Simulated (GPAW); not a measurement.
# Bi2TeSe2 (Skippenite): single point with TB-mBJ

The system is Bi2TeSe2 (Skippenite).

```
Bi Te Se
1.0
     2.09150    1.20753    9.71233
    -2.09150    1.20753    9.71233
     0.00000   -2.41506    9.71233
Bi Te Se
2 1 2
Direct
  0.60194 0.60194 0.60194
  0.39806 0.39806 0.39806
  0.00000 0.00000 0.00000
  0.78840 0.78840 0.78840
  0.21160 0.21160 0.21160
```

| Quantity | Value |
| --- | --- |
| Program | GPAW 26.7.0 |
| Task | single point |
| Functional | TB-mBJ |
| Potentials or basis | GPAW PAW data sets for LDA (gpaw-data 1.2.1) |
| Cutoff | 600 eV |
| Basis | pw |
| k mesh | 6 × 6 × 6 |
| Occupations | fermi-dirac, width 0.05 eV |
| Spin | no spin polarisation |

| Item | Value |
| --- | --- |
| Band gap on the k mesh | 0.87 eV, direct |

Levels at points of the mesh, in eV from the valence-band top:
| k point | band 21 | band 22 | band 23 | band 24 | band 25 | band 26 | band 27 | band 28 |
| --- | --- | --- | --- | --- | --- | --- | --- | --- |
| (0.00, 0.00, 0.00) | -1.67 | -1.11 | -1.11 | 0.00 | 0.87 | 1.11 | 1.11 | 2.54 |
| (0.50, 0.00, 0.00) | -2.71 | -2.10 | -1.16 | -0.50 | 1.20 | 1.57 | 2.85 | 3.65 |
| (0.50, 0.50, 0.00) | -1.81 | -1.73 | -1.63 | -0.92 | 1.57 | 2.03 | 2.12 | 3.46 |
| (0.50, 0.50, 0.50) | -1.35 | -1.35 | -1.17 | -0.40 | 1.23 | 1.35 | 1.35 | 2.30 |

Run time: 9.3 min on 4 MPI ranks on Arm Neoverse V2 (shared host), peak memory 0.75 GiB a rank.

Caveat: a model potential gives levels but no total energy; spin-orbit coupling is left out, which as a rule narrows the gap of such compounds by several tenths of an eV. A k mesh can miss the band edges.
